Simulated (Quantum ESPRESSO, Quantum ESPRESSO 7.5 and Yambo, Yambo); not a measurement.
## BaS (Fm-3m): G0W0 with Yambo, start to end

How does a plane-wave GW calculation on BaS (Fm-3m) run from the first input to the gap?

Method: PBE and many-body steps on it, plane waves, in Quantum ESPRESSO 7.5 and Yambo 5.3.0.

Report form: the programs' logs are mostly left out.

**1. The structure**

It takes space group Fm-3m (No. 225, cubic). Conventional cell: a = 6.388 Å, b = 6.388 Å, c = 6.388 Å, α = 90.00°, β = 90.00°, γ = 90.00°. Ba has 6 S at 3.19 Å nearest. Nearest to S lie 6 Ba at 3.19 Å. Farther neighbours and most contacts between anions are not listed.

Structure file:

```cif
data_structure
_symmetry_space_group_name_H-M 'Fm-3m'
_symmetry_Int_Tables_number 225
_cell_length_a 6.3875
_cell_length_b 6.3875
_cell_length_c 6.3875
_cell_angle_alpha 90.000
_cell_angle_beta 90.000
_cell_angle_gamma 90.000
_cell_volume 260.61
loop_
_atom_site_label
_atom_site_type_symbol
_atom_site_symmetry_multiplicity
_atom_site_Wyckoff_symbol
_atom_site_fract_x
_atom_site_fract_y
_atom_site_fract_z
_atom_site_occupancy
Ba1 Ba 4 a 0.00000 0.00000 0.00000 1
S1 S 4 b 0.50000 0.00000 0.00000 1
```

The cell and positions come from the Crystallography Open Database and are kept as given unless a step says otherwise.

**2. Ground state**

This step: Quantum ESPRESSO 7.5; DFT, PBE with spin-orbit coupling, plane waves, norm-conserving pseudopotentials.

The ground-state density comes first.

The input, pw.in:

```
&control
  calculation = 'scf'
  prefix = 'x'
  outdir = 'o'
  pseudo_dir = 'pseudo'
/
&system
  ibrav = 0
  nat = 2
  ntyp = 2
  ecutwfc = 40.0
  nbnd = 26
  force_symmorphic = .true.
  noncolin = .true.
  lspinorb = .true.
/
&electrons
  conv_thr = 1e-10
  electron_maxstep = 80
  mixing_beta = 0.5
/
ATOMIC_SPECIES
  Ba 137.33 Ba.upf
  S 32.06 S.upf
CELL_PARAMETERS angstrom
  0.0000000000 3.1937500000 3.1937500000
  3.1937500000 0.0000000000 3.1937500000
  3.1937500000 3.1937500000 0.0000000000
ATOMIC_POSITIONS crystal
  Ba 0.0000000000 0.0000000000 0.0000000000
  S 0.5000000000 0.5000000000 0.5000000000
K_POINTS automatic
  6 6 6 0 0 0
```

On the command line:

```
> OMP_NUM_THREADS=1 mpirun -n 4 pw.x -nk 4 -in pw.in > pw.out
```

The job ended after 10 s (4 MPI ranks of Arm Neoverse V1, shared host; peak memory 0.3 GiB).

This step gave:

```yaml
total_energy: -1069.2868 eV
gap: 2.099 eV
k_of_the_valence_top: 0, 0, 0
k_of_the_conduction_bottom: 0, -0.5, -0.5
least_direct_gap: 2.189 eV
```

The gap is indirect, with the least direct gap 0.09 eV higher.

**3. Bands along the symmetry lines**

Levels along a band path, at the cheap level, show where the edges lie and whether the meshes to come will hold them.

The input, pw.in:

```
&control
  calculation = 'bands'
  prefix = 'x'
  outdir = 'o'
  pseudo_dir = 'pseudo'
/
&system
  ibrav = 0
  nat = 2
  ntyp = 2
  ecutwfc = 40.0
  nbnd = 28
  force_symmorphic = .true.
  noncolin = .true.
  lspinorb = .true.
/
&electrons
  conv_thr = 1e-9
  electron_maxstep = 80
  diago_full_acc = .true.
  diago_thr_init = 5e-6
/
ATOMIC_SPECIES
  Ba 137.33 Ba.upf
  S 32.06 S.upf
CELL_PARAMETERS angstrom
  0.0000000000 3.1937500000 3.1937500000
  3.1937500000 0.0000000000 3.1937500000
  3.1937500000 3.1937500000 0.0000000000
ATOMIC_POSITIONS crystal
  Ba 0.0000000000 0.0000000000 0.0000000000
  S 0.5000000000 0.5000000000 0.5000000000
K_POINTS crystal
  50
  0.00000000 0.00000000 0.00000000 1
  0.06250000 0.00000000 0.06250000 1
  0.12500000 0.00000000 0.12500000 1
  0.18750000 0.00000000 0.18750000 1
  0.25000000 0.00000000 0.25000000 1
  0.31250000 0.00000000 0.31250000 1
  0.37500000 0.00000000 0.37500000 1
  0.43750000 0.00000000 0.43750000 1
  0.50000000 0.00000000 0.50000000 1
  0.51562500 0.03125000 0.51562500 1
  0.53125000 0.06250000 0.53125000 1
  0.54687500 0.09375000 0.54687500 1
  0.56250000 0.12500000 0.56250000 1
  0.57812500 0.15625000 0.57812500 1
  0.59375000 0.18750000 0.59375000 1
  0.60937500 0.21875000 0.60937500 1
  0.62500000 0.25000000 0.62500000 1
  0.37500000 0.37500000 0.75000000 1
  0.32812500 0.32812500 0.65625000 1
  0.28125000 0.28125000 0.56250000 1
  0.23437500 0.23437500 0.46875000 1
  0.18750000 0.18750000 0.37500000 1
  0.14062500 0.14062500 0.28125000 1
  0.09375000 0.09375000 0.18750000 1
  0.04687500 0.04687500 0.09375000 1
  0.00000000 0.00000000 0.00000000 1
  0.06250000 0.06250000 0.06250000 1
  0.12500000 0.12500000 0.12500000 1
  0.18750000 0.18750000 0.18750000 1
  0.25000000 0.25000000 0.25000000 1
  0.31250000 0.31250000 0.31250000 1
  0.37500000 0.37500000 0.37500000 1
  0.43750000 0.43750000 0.43750000 1
  0.50000000 0.50000000 0.50000000 1
  0.50000000 0.46875000 0.53125000 1
  0.50000000 0.43750000 0.56250000 1
  0.50000000 0.40625000 0.59375000 1
  0.50000000 0.37500000 0.62500000 1
  0.50000000 0.34375000 0.65625000 1
  0.50000000 0.31250000 0.68750000 1
  0.50000000 0.28125000 0.71875000 1
  0.50000000 0.25000000 0.75000000 1
  0.50000000 0.21875000 0.71875000 1
  0.50000000 0.18750000 0.68750000 1
  0.50000000 0.15625000 0.65625000 1
  0.50000000 0.12500000 0.62500000 1
  0.50000000 0.09375000 0.59375000 1
  0.50000000 0.06250000 0.56250000 1
  0.50000000 0.03125000 0.53125000 1
  0.50000000 0.00000000 0.50000000 1
```

The job ended after 11 s (4 MPI ranks; peak memory 0.24 GiB).

Numbers from this step:

* gap: 2.099 eV
* k of the valence top: 0, 0, 0
* k of the conduction bottom: 0.5, 0, 0.5
* least direct gap: 2.189 eV

The gap is 2.099 eV, as in the run before at this level.

The electronic bands at the labelled points (eV, zero at the top of the highest filled band; v1 is the highest filled band, c1 the lowest empty one):

```csv
point,v4,v3,v2,v1,c1,c2,c3,c4
Γ,0.00,0.00,0.00,0.00,3.58,3.58,3.84,3.84
halfway,-0.27,-0.27,-0.14,-0.14,2.78,2.78,4.69,4.69
X,-0.23,-0.23,-0.09,-0.09,2.10,2.10,5.92,5.92
halfway,-0.43,-0.43,-0.28,-0.28,2.43,2.43,6.29,6.29
U,-0.64,-0.64,-0.54,-0.54,3.27,3.27,5.92,5.92
jump to K,-0.64,-0.64,-0.54,-0.54,3.27,3.27,5.92,5.92
halfway,-0.91,-0.91,-0.36,-0.36,4.04,4.04,4.69,4.69
Γ,0.00,0.00,0.00,0.00,3.58,3.58,3.84,3.84
halfway,-0.68,-0.68,-0.63,-0.63,4.07,4.07,4.72,4.72
L,-1.12,-1.12,-1.09,-1.09,5.53,5.53,5.61,5.61
halfway,-0.89,-0.89,-0.80,-0.80,4.66,4.66,4.84,4.84
W,-0.58,-0.58,-0.44,-0.44,4.24,4.24,4.27,4.27
halfway,-0.55,-0.55,-0.31,-0.31,2.74,2.74,6.09,6.09
X,-0.23,-0.23,-0.09,-0.09,2.10,2.10,5.92,5.92
```

**4. Empty states on the mesh, 4×4×4 mesh, 356 bands**

The sums over transitions need many empty states on a uniform mesh; this step solves for them.

The input, pw.in:

```
&control
  calculation = 'nscf'
  prefix = 'x'
  outdir = 'o'
  pseudo_dir = 'pseudo'
/
&system
  ibrav = 0
  nat = 2
  ntyp = 2
  ecutwfc = 40.0
  nbnd = 356
  force_symmorphic = .true.
  noncolin = .true.
  lspinorb = .true.
/
&electrons
  conv_thr = 1e-9
  electron_maxstep = 80
  diago_full_acc = .true.
  diago_thr_init = 5e-6
/
ATOMIC_SPECIES
  Ba 137.33 Ba.upf
  S 32.06 S.upf
CELL_PARAMETERS angstrom
  0.0000000000 3.1937500000 3.1937500000
  3.1937500000 0.0000000000 3.1937500000
  3.1937500000 3.1937500000 0.0000000000
ATOMIC_POSITIONS crystal
  Ba 0.0000000000 0.0000000000 0.0000000000
  S 0.5000000000 0.5000000000 0.5000000000
K_POINTS automatic
  4 4 4 0 0 0
```

The job ended after 52 s (4 MPI ranks; peak memory 0.7 GiB; 3.4 min of CPU time).

This step gave:

```
gap                                                           : 2.099 eV
k of the valence top                                          : 0, 0, 0
k of the conduction bottom                                    : 0, -0.5, -0.5
least direct gap                                              : 2.189 eV
k points computed                                             : 8
lowest point of the top converged band, above the valence top : 100.0987 eV
```

On this mesh the gap is 2.099 eV.

**5. Conversion and set-up**

This step: Yambo 5.3.0; conversion and set-up on PBE with spin-orbit coupling, plane waves, norm-conserving pseudopotentials.

The states are converted to the many-body program's format and the q mesh is built.

On the command line:

```
> (cd o/x.save; p2y > p2y.log; mv SAVE ../..); yambo > setup.log
```

Wall time 2.7 s (1 MPI rank); peak memory 0.24 GiB.

**6. Screening and self-energy, 4×4×4 mesh, 356 bands, screening to 176.9 eV**

Now the one-shot GW correction: screening in the RPA, then the self-energy of the levels asked for.

This step: G0W0 on PBE with spin-orbit coupling, plane waves, norm-conserving pseudopotentials.

The input, gw4.in:

```
HF_and_locXC
gw0
dyson
ppa
em1d
rim_cut
RandQpts= 1000000
RandGvec= 1 RL
EXXRLvcs= 40 Ry
VXCRLvcs= 160 Ry
Chimod= "HARTREE"
% BndsRnXp
 1 | 356 |
%
NGsBlkXp= 13 Ry
% LongDrXp
 1 | 1 | 1 |
%
% GbndRnge
 1 | 356 |
%
DysSolver= "n"
ExtendOut
PPAPntXp= 27.21138 eV
% QPkrange
 1 | 1 | 13 | 20 |
 7 | 7 | 13 | 20 |
%
```

On the command line:

```
> OMP_NUM_THREADS=2 mpirun -n 2 yambo -F gw4.in -J gw4 -C gw4 > gw4.log
```

It took 9.7 min on 2 MPI ranks; peak memory 1.3 GiB.

Numbers from this step:

```
G0W0 gap on the points computed              : 3.527 eV
starting gap on the mesh                     : 2.099 eV
k of the valence top                         : 0, 0, 0
k of the conduction bottom                   : 0, -0.5, -0.5
least direct G0W0 gap on the computed points : 3.630 eV
Z at the valence top                         : 0.7901
Z at the conduction bottom                   : 0.8333
```

The gap on the mesh goes from 2.10 eV to 3.53 eV, a correction of +1.43 eV.

Limits: finite bands, cutoff and mesh. v1 is the top filled band, c1 the lowest empty one. The levels before and after the correction (eV, zero at the valence-band top of each column):

```csv
,conduction bottom,valence top
Kohn-Sham,2.10,0.00
G0W0,3.53,0.00
```

```csv
,level,energy (eV)
Kohn-Sham,Γ v3-v1,0.000
Kohn-Sham,Γ c1-c2,3.582
Kohn-Sham,Γ c3,3.837
Kohn-Sham,(0 -0.5 -0.5) v3,-0.231
Kohn-Sham,(0 -0.5 -0.5) v2-v1,-0.089
Kohn-Sham,(0 -0.5 -0.5) c1-c2,2.099
Kohn-Sham,(0 -0.5 -0.5) c3,5.925
G0W0,Γ v3-v1,0.000
G0W0,Γ c1-c2,4.913
G0W0,Γ c3,5.494
G0W0,(0 -0.5 -0.5) v3,-0.261
G0W0,(0 -0.5 -0.5) v2-v1,-0.103
G0W0,(0 -0.5 -0.5) c1-c2,3.527
G0W0,(0 -0.5 -0.5) c3,7.849
```

**7. Where the time went**

Times are wall times on the hardware named with each run, good to a factor of about two.

```csv
step,time,share,memory (GiB)
ground state,10 s,2 %,0.3
bands along the symmetry lines,11 s,2 %,0.24
empty states on the mesh,52 s,8 %,0.7
conversion and set-up,2.7 s,0 %,0.24
screening and self-energy,9.7 min,88 %,1.3
```

**8. Outcome**

```json
{
  "PBE gap": "2.10 eV, indirect",
  "G0W0 gap on the mesh": "3.53 eV",
  "GW settings": "4×4×4 mesh, 356 bands, screening to 176.9 eV, Godby-Needs plasmon pole",
  "known limits": "not at the basis limit"
}
```

What this shows: G0W0 moves the gap on the mesh from 2.10 eV to 3.53 eV (+1.43 eV), with Z of 0.79 and 0.83 at the edges. Only 2 of the mesh's irreducible points were corrected, so a valley elsewhere could overtake. The dearest step here is «screening and self-energy». Bands and cutoff are finite, so the gap is not at the basis limit. The miss can reach some tenths of an eV and take either sign; the mesh is an error of its own. In the G0W0 run levels were corrected at 2 k points alone, so a gap called «on the mesh» is the least over those, and an edge elsewhere would be missed.

[Paths, hosts, dates, memory and timing lines, banners, echoed tables and standing remarks are left out of the program output.]

[Logs are printed without paths, hosts, clocks, repeated set-up lines and the standing remarks that a program may print on its own settings, such as how far it seeks lower states.]

[Runs of the session that timed out or met a known fault of the program may be left out.]

[Hosts, paths, dates, database ids (printed as entryN), source tags and the programs' standing remarks are cut or masked in the printed files.]
